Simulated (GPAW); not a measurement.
Crystal: CdS (Greenockite).

```
Cd S
1.0
     4.15000    0.00000    0.00000
    -2.07500    3.59401    0.00000
     0.00000    0.00000    6.73700
Cd S
2 2
Direct
  0.66667 0.33333 0.50000
  0.33333 0.66667 0.00000
  0.66667 0.33333 0.87500
  0.33333 0.66667 0.37500
```

Base run:

| Item | Value |
| --- | --- |
| Program | GPAW 26.7.0 |
| Functional | LDA |
| Potentials or basis | the program's PAW data sets (release 1.2.1) made for this functional |
| Cutoff | 450 eV |
| Basis | pw |
| k mesh | 6 × 6 × 3 |
| Occupations | fermi-dirac, width 0.001 eV |
| Spin | no spin polarisation |

Its results: band gap on the k mesh 0.89 eV, direct; electronic dielectric tensor (diagonal) 6.70, 6.70, 6.74.

Q: After a change of settings the same cell gave: band gap on the k mesh 1.36 eV, direct; electronic dielectric tensor (diagonal) 5.37, 5.37, 5.46. Which change was it?
A. functional from LDA to AM05; potentials or basis from the program's PAW data sets (release 1.2.1) made for this functional to PAW data sets generated in the run's folder for this functional
B. response k mesh from 9 × 9 × 5 to 12 × 12 × 6; coarser k mesh from 9 × 9 × 5 to 12 × 12 × 6
C. functional from LDA to RPBE

A: C.

Caveats: the long-wavelength limit can be off by several per cent where d states take part; an odd mesh through Γ misses points on the zone boundary, where band edges often lie.

Runs at the PBE level aren't shown here.
